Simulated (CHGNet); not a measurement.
## Skutterudite CoSb3

Level of theory: the machine-learned potential CHGNet 0.3.0 (trained on PBE and PBE+U data).

Cell (relaxed at this level):

Space group Im-3 (No. 204); a = b = c = 9.117 Å, α = β = γ = 90.00°

| atom | site | symmetry | x | y | z |
|---|---|---|---|---|---|
| Co | 8c | .-3. | 0.2500 | 0.2500 | 0.2500 |
| Sb | 24g | m.. | 0.0000 | 0.3334 | 0.1599 |
(The calculation used a cell of 16 atoms; values per cell refer to that cell.)

```json
{
 "lattice_constant_a": "9.117 Å",
 "volume_per_atom": "23.68 Å³/atom"
}
```

Measured, for comparison: lattice constant a 9.037 Å, equilibrium volume per atom 23.06 Å³/atom (room temperature, not corrected to a static lattice; as tabulated in Alexeev et al. (2016), arXiv:1601.07731). Computed (rounded) less measured: lattice constant a +0.9 %, equilibrium volume per atom +2.7 %.

A machine-learned potential is trained on density-functional data: it inherits that level's misses and adds fitting errors of its own.

Note: the model gives imaginary modes for this phase (in the spectrum interpolated from a supercell).
